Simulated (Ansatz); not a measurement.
The elements of this relaxed trial crystal are hidden behind letters.

```
lattice vectors (Å)
   3.4244    0.0000    0.0000
  -1.7122    2.9656    0.0000
   0.0000    0.0000    6.3824
fractional positions
X 0.3333 0.6667 0.2500
X 0.6667 0.3333 0.7500
Z 0.0000 0.0000 0.0000
Z 0.0000 0.0000 0.5000
```

These are results of DFT PBE, scalar-relativistic, plane waves, PAW in Ansatz, not measurements. Cutoff 420 eV, Γ-centred 18×18×8 mesh (4-atom cell), Gaussian smearing of 0.10 eV, no spin polarisation.

| Quantity | Value |
| --- | --- |
| Space group | P6_3/mmc (No. 194) |
| Conventional cell | a = 3.424 Å, c = 6.382 Å |
| Volume per atom | 16.20 Å³ |
| Density | 6.90 g/cm³ |
| Formation energy | −0.77 eV/atom |
| Gap on the 18×18×8 mesh of the 4-atom cell | 0 eV (the bands overlap slightly) |

Energies are uncorrected and count from the elements' standard states at the same level.

Task: X is a p-block element of period 5 and Z is a p-block element of period 2. Which elements are they?

Result: X = Sn, Z = O, so the formula is SnO, here in the anti-nickel arsenide type. Density times volume gives a mean mass of 6.90 × 16.20/1.6605 = 67.3 u per atom, and this set has 67.4 u. Among the elements that the hints allow, noble gases aside, only these give it. Sn has 6 O at 2.54 Å; O has 6 Sn at 2.54 Å.

The zero gap may come from the functional, which often closes small gaps. A structure relaxed within its symmetry needn't be a true minimum.
